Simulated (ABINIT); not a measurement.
Ni:

```
Ni
1.0
    -1.38372    1.38372    1.38372
     1.38372   -1.38372    1.38372
     1.38372    1.38372   -1.38372
Ni
1
Direct
  0.00000 0.00000 0.00000
```

This isn't the form of Ni at room conditions, which is fcc.

Base run:

* Program: ABINIT 10.8.3 (patched build)
* Functional: PBEsol
* Potentials or basis: PseudoDojo NC SR PBEsol v0.4.1 standard
* Cutoff: 1225 eV
* k mesh: 16 × 16 × 16, with 2 shifts
* Occupations: methfessel-paxton, width 0.136 eV
* Spin: collinear spin, ferromagnetic start
* Starting moments: [1.0] μB

Its results: pressure -4.1 GPa; net moment 0.56 μB per cell; site moments Ni +0.59 μB.

Task: The run is repeated on the same cell with these changes: k mesh from 16 × 16 × 16, with 2 shifts to 10 × 10 × 10; occupations from methfessel-paxton, width 0.136 eV to fermi-dirac, width 0.05 eV. What comes out?

Result: Pressure -3.7 GPa; net moment 0.56 μB per cell; site moments Ni +0.59 μB.
